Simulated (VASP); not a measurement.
# Cu in VASP: a series of runs, part 2 of 2

VASP 6.6.1. Earlier steps stand in the parts before.

### Step 4. Single point, optPBE-vdW

INCAR

```
PREC = Accurate
ENCUT = 520
EDIFF = 1E-6
ISMEAR = 0
SIGMA = 0.1
LREAL = False
LASPH = True
NELM = 80
ALGO = Fast
ISIF = 2
LWAVE = False
LCHARG = False
GGA = OR
LUSE_VDW = True
AGGAC = 0.0
NBANDS = 36
```

KPOINTS

```
Automatic mesh
0
Gamma
  12 12 1
```

POSCAR

```
Cu
1.0
    2.5307640267      0.0000000000      0.0000000000
   -1.2653820133      2.1917059381      0.0000000000
    0.0000000000      0.0000000000     23.2618150800
Cu
5
Cartesian
    0.0154136183     -0.0072742720      7.5014701270
   -0.0167561886      1.4611489812      9.5659794772
   -0.0027471444      0.0162339659     11.6310471109
    1.2641507967      0.7471678962     13.6914158580
   -0.0003036917      0.0125803921     15.7470391948
```

Potentials or basis: VASP PAW PBE potentials, release 64 (Cu).

Launch:

```console
cat potpaw_PBE.64/Cu/POTCAR > POTCAR
mpirun -np 1 vasp_std > vasp.out
```

OUTCAR:

```text
PREC = Accurate
   ENCUT = 520
   EDIFF = 1E-6
   ISMEAR = 0
   LREAL = False
   LASPH = True
   NELM = 80
   ISIF = 2
   GGA = OR

 ion  position               nearest neighbor table
   1  0.004  0.997  0.322-   2 2.51   2 2.53   2 2.54
   2  0.327  0.667  0.411-   1 2.51   3 2.52   3 2.53   1 2.53   3 2.54   1 2.54
   3  0.003  0.007  0.500-   2 2.52   4 2.53   4 2.53   4 2.53   2 2.53   2 2.54
   4  0.670  0.341  0.589-   5 2.52   5 2.52   5 2.52   3 2.53   3 2.53   3 2.53
   5  0.003  0.006  0.677-   4 2.52   4 2.52   4 2.52

  LATTYP: Found a hexagonal cell.
 ALAT       =     2.5307640267
 C/A-ratio  =     9.1916175647

  Lattice vectors:

 A1 = (   2.5307640267,   0.0000000000,   0.0000000000)
 A2 = (  -1.2653820133,   2.1917059381,   0.0000000000)
 A3 = (   0.0000000000,   0.0000000000,  23.2618150800)

Analysis of symmetry for initial positions (statically):
=====================================================================
 Subroutine PRICEL returns:
 Original cell was already a primitive cell.

 Routine SETGRP: Setting up the symmetry group for a
 hexagonal supercell.

 Subroutine GETGRP returns: Found  1 space group operations
 (whereof  1 operations were pure point group operations)
 out of a pool of 24 trial point group operations.

The static configuration has the point symmetry C_1 .

Analysis of symmetry for dynamics (positions and initial velocities):
=====================================================================
 Subroutine PRICEL returns:
 Original cell was already a primitive cell.

 Routine SETGRP: Setting up the symmetry group for a
 hexagonal supercell.

 Subroutine GETGRP returns: Found  1 space group operations
 (whereof  1 operations were pure point group operations)
 out of a pool of 24 trial point group operations.

The dynamic configuration has the point symmetry C_1 .

 Subroutine INISYM returns: Found  1 space group operations
 (whereof  1 operations are pure point group operations),
 and found     1 'primitive' translations

----------------------------------------------------------------------------------------

                                     Primitive cell

  volume of cell :     129.0261

  direct lattice vectors                    reciprocal lattice vectors
     2.530764027  0.000000000  0.000000000     0.395137591  0.228132794  0.000000000
    -1.265382013  2.191705938  0.000000000     0.000000000  0.456265589  0.000000000
     0.000000000  0.000000000 23.261815080     0.000000000  0.000000000  0.042988907

  length of vectors
     2.530764027  2.530764027 23.261815080     0.456265589  0.456265589  0.042988907

  position of ions in fractional coordinates (direct lattice)
     0.004431000  0.996681000  0.322480000
     0.326715000  0.666672000  0.411231000
     0.002618000  0.007407000  0.500006000
     0.669967000  0.340907000  0.588579000
     0.002750000  0.005740000  0.676948000

  ion indices of the primitive-cell ions
   primitive index   ion index
                 1           1
                 2           2
                 3           3
                 4           4
                 5           5

----------------------------------------------------------------------------------------

 KPOINTS: Automatic mesh

Automatic generation of k-mesh.
 Grid dimensions read from file:
 generate k-points for:   12   12    1

 Generating k-lattice:

  Cartesian coordinates                     Fractional coordinates (reciprocal lattice)
     0.032928133  0.019011066  0.000000000     0.083333333  0.000000000  0.000000000
     0.000000000  0.038022132  0.000000000     0.000000000  0.083333333  0.000000000
     0.000000000  0.000000000  0.042988907     0.000000000  0.000000000  1.000000000

  Length of vectors
     0.038022132  0.038022132  0.042988907

  Shift w.r.t. Gamma in fractional coordinates (k-lattice)
     0.000000000  0.000000000  0.000000000

 Subroutine IBZKPT returns following result:
 ===========================================

 Found     74 irreducible k-points:

 Following reciprocal coordinates:
            Coordinates               Weight
  0.000000  0.000000  0.000000      1.000000
  0.083333  0.000000  0.000000      2.000000
  0.000000  0.083333  0.000000      2.000000
 -0.083333  0.083333  0.000000      2.000000
  0.166667 -0.000000  0.000000      2.000000
  0.000000  0.166667  0.000000      2.000000
[... 16 lines left out ...]
  0.166667  0.083333  0.000000      2.000000
 -0.083333  0.250000  0.000000      2.000000
 [... further k-points ...]
   k-points           NKPTS =     74   k-points in BZ     NKDIM =     74   number of bands    NBANDS=     36
   number of dos      NEDOS =    301   number of ions     NIONS =      5
   total plane-waves  NPLWV =  72000
   dimension x,y,z NGX =    20 NGY =   20 NGZ =  180
   dimension x,y,z NGXF=    40 NGYF=   40 NGZF=  360
   ions per type =               5
   NGX,Y,Z   is equivalent  to a cutoff of  13.14, 13.14, 12.86 a.u.
   NGXF,Y,Z  is equivalent  to a cutoff of  26.28, 26.28, 25.73 a.u.
 SYSTEM =  unknown system
   PREC   = accura    normal or accurate (medium, high low for compatibility)
   ISTART =      0    job   : 0-new  1-cont  2-samecut
   ICHARG =      2    charge: 1-file 2-atom 10-const
   ISPIN  =      1    spin polarized calculation?
   LNONCOLLINEAR =      F non collinear calculations
   LSORBIT =      F    spin-orbit coupling
   LASPH  =      T    aspherical Exc in radial PAW
   ENCUT  =  520.0 eV  38.22 Ry    6.18 a.u.   4.71  4.71 43.25*2*pi/ulx,y,z
   NELM   =     80;   NELMIN=  2; NELMDL= -5     # of ELM steps
   EDIFF  = 0.1E-05   stopping-criterion for ELM
   LREAL  =      F    real-space projection
[... 7 lines left out ...]
   TEBEG  =    0.0;   TEEND  =   0.0 temperature during run
   PSTRESS=    0.0 pullay stress
   NELECT =      55.0000    total number of electrons
   NUPDOWN=      -1.0000    fix difference up-down
   EMIN   =  10.00;   EMAX   =-10.00  energy-range for DOS
   EFERMI =   0.00;   METHOD = LEGACY
   ISMEAR =     0;   SIGMA  =   0.10  broadening in eV -4-tet -1-fermi 0-gaus
   EFERMI_NEDOS =   21; number of points for ismear=-14 and -15
   IALGO  =     68    algorithm
   IMIX   =      4    mixing-type and parameters
     AMIX     =   0.40;   BMIX     =  1.00
     AMIX_MAG =   1.60;   BMIX_MAG =  1.00
  volume/ion in A,a.u.               =      25.81       174.14
  Fermi-wavevector in a.u.,A,eV,Ry     =   1.232073  2.328281 20.653707  1.518005
  Thomas-Fermi vector in A             =   2.366858
   LORBIT       =      0    0 simple, 1 ext, 2 COOP (PROOUT), +10 PAW based schemes
   GGA     = OR    functional components
   LHFCALC =     F    Hartree Fock is set to
   AEXX    =    0.0000 exact exchange contribution
   IVDW_NL    =     1    kernel type
   BPARAM     = 6.3000
   IVDW    =     0    specifies the selected vdW correction
   LEPSILON=     F    determine dielectric tensor
   LRPA    =     F    only Hartree local field effects (RPA)
 non-spin polarized calculation
 RMM-DIIS sequential band-by-band and
 Gauss-broadening in eV      SIGMA  =   0.10
  energy-cutoff  :      520.00
  volume of cell :      129.03
 maximum number of plane-waves:      3507
   NGX =  9   NGY =  9   NGZ = 87

 number of electron      54.9999997 magnetization

 Free energy of the ion-electron system (eV)
  ---------------------------------------------------
  ext. energy  EPLUGINS =         0.00000000
  ---------------------------------------------------
  free energy    TOTEN  =        -1.55587139 eV

  energy without entropy =       -1.54375653  energy(sigma->0) =       -1.54981396

 E-fermi :   0.8138     XC(G=0):  -6.7393

 val. band max:        0.7586784326   @ k =  -0.1667   0.3333   0.0000
 cond. band min:       0.8365224702   @ k =   0.0833   0.0833   0.0000
 fundamental gap:      0.0778440376
 Fermi energy:         0.8137855155

 k-point     1 :       0.0000    0.0000    0.0000
  band No.  band energies     occupation
      1      -8.3352      2.00000
      2      -7.4623      2.00000
      3      -6.1006      2.00000
      4      -4.8685      2.00000
      5      -4.4046      2.00000
      6      -2.3788      2.00000
[... 28 lines left out ...]
     35       7.2462      0.00000
     36       7.6097      0.00000
[... 866 lines left out ...]
      6      -2.9105      2.00000
[... 28 lines left out ...]
     35       8.6354      0.00000
     36       9.0230      0.00000

 [... further k-points ...]

------------------------ aborting loop because EDIFF is reached ----------------------------------------

  FORCE on cell =-STRESS in cart. coord.  units (eV):
  Direction    XX          YY          ZZ          XY          YZ          ZX
  --------------------------------------------------------------------------------------
  -------------------------------------------------------------------------------------
  Total        2.0096009      2.0290474      2.2263290     -0.0412643     -0.0351025      0.0253540
  in kB       24.9541545     25.1956309     27.6453695     -0.5123984     -0.4358836      0.3148326
  external PRESSURE =      25.9317183 kB  Pullay stress =       0.0000000 kB

 VOLUME and BASIS-vectors are now :
 -----------------------------------------------------------------------------
  energy-cutoff  :      520.00
  volume of cell :      129.03
      direct lattice vectors                 reciprocal lattice vectors
     2.530764027  0.000000000  0.000000000     0.395137591  0.228132794  0.000000000
    -1.265382013  2.191705938  0.000000000     0.000000000  0.456265589  0.000000000
     0.000000000  0.000000000 23.261815080     0.000000000  0.000000000  0.042988907

 POSITION                                       TOTAL-FORCE (eV/Angst)
 -----------------------------------------------------------------------------------
     -1.24997      2.18443      7.50147        -0.023965      0.007210     -0.274166
     -0.01676      1.46115      9.56598         0.032809      0.006945      0.032606
     -0.00275      0.01623     11.63105        -0.008527     -0.014603     -0.020390
      1.26415      0.74717     13.69142         0.000098     -0.001522     -0.047437
     -0.00030      0.01258     15.74704        -0.000415      0.001970      0.309386
 -----------------------------------------------------------------------------------
    total drift:                               -0.001310     -0.000256     -0.003368

  FREE ENERGIE OF THE ION-ELECTRON SYSTEM (eV)
  ---------------------------------------------------
  free  energy   TOTEN  =        -1.5558713905 eV

  energy  without entropy=       -1.5437565333  energy(sigma->0) =       -1.54981396

Total vdW correction in eV:     10.8471112
```

Wall time 9.2 min (1 thread of Intel Xeon 6975P-C (Granite Rapids), shared host); peak memory 0.78 GiB.

Results:

- Free energy: -1.5559 eV
- Largest force: 0.309 eV/Å
- Band gap on the k mesh: none (metal or under the smearing width)

Forces in eV/Å, atoms in the order of the input:
```
Cu  -0.024  0.007 -0.274
Cu   0.033  0.007  0.033
Cu  -0.009 -0.015 -0.020
Cu   0.000 -0.002 -0.047
Cu   0.000  0.002  0.309
```

Caveat: the PAW data sets were made with another functional, which shifts forces and pressure a little.

### Step 5. The runs side by side

```tsv
task	level	cell	smearing	dipole correction	atoms held fixed (from 0)	gap on the mesh (eV)
relaxation of the atoms	optB86b-vdW	atoms relaxed from: the (0 0 1) slab of Cu, cut from the database cell, not relaxed	gaussian 0.05 eV	yes	[0, 1]	none
relaxation of the atoms	PBE+D4	atoms relaxed from: the (0 0 1) slab of Cu, cut from the database cell, not relaxed	gaussian 0.05 eV	yes	[0, 1]	none
single point	optPBE-vdW	the (0 0 1) slab of Cu, cut from the database cell, not relaxed; atoms moved at random, drawn with an rms of 0.02 Å	gaussian 0.1 eV	-	-	none
```

Alike in all rows: potentials or basis VASP PAW PBE potentials, release 64 (Cu); no spin polarisation; k mesh 12 × 12 × 1; cutoff (eV) 520.

Caveats: the PAW data sets were made with another functional, which shifts forces and pressure a little (some runs).

Absolute energies hang on the potentials; compare differences alone.
